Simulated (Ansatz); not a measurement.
# Cubic perovskite BaSnO3

All values below come from r²SCAN+SOC in Ansatz (plane waves, PAW).

Numerical settings: plane-wave cutoff 560 eV, 8×8×8 k mesh, Fermi–Dirac smearing 0.01 eV, PAW data made under PBE.

Cell: relaxed at this level.

For cubic perovskite BaSnO3, the equilibrium volume per atom comes out as 14.10 Å³/atom. The bulk modulus is 158 GPa and the equilibrium lattice constant a comes out as 4.131 Å. The band gap is 1.57 eV (indirect), the smallest direct gap on the k points sampled is 2.00 eV and the pressure derivative B′ of the bulk modulus comes out as 4.8.

Measured, for comparison: band gap 2.95 eV (temperature not stated, not corrected to a static lattice, indirect, from the absorption edge of a single crystal; as tabulated in Kim et al. (2012), arXiv:1207.0764); equilibrium volume per atom 13.95 Å³/atom, lattice constant a 4.116 Å (temperature not stated, not corrected to a static lattice; as tabulated in Lee et al. (2017), arXiv:1707.09778). Computed (rounded) less measured: band gap -1.38 eV, equilibrium volume per atom +1.1 %, lattice constant a +0.4 %.

The computed numbers hold no vibrational or temperature effects.

The result took very roughly 19 core-minutes.

Ansatz is a quantum-chemistry and plane-wave program.
